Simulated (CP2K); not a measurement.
MnS:

```
Mn S
1.0
     7.29152    0.00000    0.00000
     1.80862    3.16551    0.00000
     1.80862    1.04965    2.98642
Mn S
2 2
Direct
  0.00000 0.00000 0.00000
  0.50000 0.00000 0.00000
  0.25000 0.50000 0.50000
  0.75000 0.50000 0.50000
```

The cell is a database's computed one.

Base run:

| Property | Result |
| --- | --- |
| Program | CP2K 2026.2 |
| Functional | PBE |
| Potentials or basis | GTH_POTENTIALS Mn GTH-PBE-q15; POTENTIAL_UZH S GTH-PBE-q6; DZVP-MOLOPT-SR-GTH, DZVP-MOLOPT-PBE-GTH basis |
| Density cutoff | 6803 eV |
| k mesh | 4 × 7 × 7 |
| Occupations | fermi-dirac, width 0.05 eV |
| Spin | collinear spin, antiferromagnetic start |
| Starting moments | [4.0, -4.0, 0.0, 0.0] μB |

Its results: band gap on the k mesh 1.12 eV; pressure -0.7 GPa; net moment 0.00 μB per cell.

Problem. The run is repeated on the same cell with these changes: spin from collinear spin, antiferromagnetic start to collinear spin, zero start; moments at the start from [4.0, -4.0, 0.0, 0.0] to [0.0, 0.0, 0.0, 0.0]. What comes out?

Solution. Band gap on the k mesh none (metal or under the smearing width); pressure -22.7 GPa; net moment 0.00 μB per cell.

Caveats: the basis of atomic orbitals isn't converged, which shifts pressures, moduli and gaps; an odd mesh through Γ misses points on the zone boundary, where band edges often lie (some runs); semilocal functionals often make such compounds metallic where correlation or magnetic order opens a gap, which also shifts bond lengths (some runs).
